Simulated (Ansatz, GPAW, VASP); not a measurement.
## Si: 3 runs at one level of theory

```
Si
1.0
     0.00000    2.72185    2.72185
     2.72185    0.00000    2.72185
     2.72185    2.72185    0.00000
Si
2
Direct
  0.50000 0.50000 0.50000
  0.75000 0.75000 0.75000
```

Alike in all runs: task single point; functional PBE; k mesh 8 × 8 × 8; occupations gaussian, width 0.016 eV; no spin polarisation; no spin-orbit coupling. Pressure is positive in compression and, in plane waves, holds the error of the finite cutoff.

```csv
program and potentials,plane-wave cutoff (eV),notes,band gap (eV),pressure (GPa)
"GPAW, GPAW PAW data sets (gpaw-data 1.2.1)",600,-,0.62,1.61
"VASP, PBE PAW files Si, 520 eV",520,-,?,?
"Ansatz, all-electron LAPW, scalar-relativistic",-,-,0.63,1.31
```

Question: Estimate from the other rows what the run with VASP, PBE PAW files Si, 520 eV gave.

Answer: Band gap 0.63 eV; pressure 1.27 GPa. The other rows, which needn't bracket it: band gap 0.62 to 0.63; pressure 1.31 to 1.61.
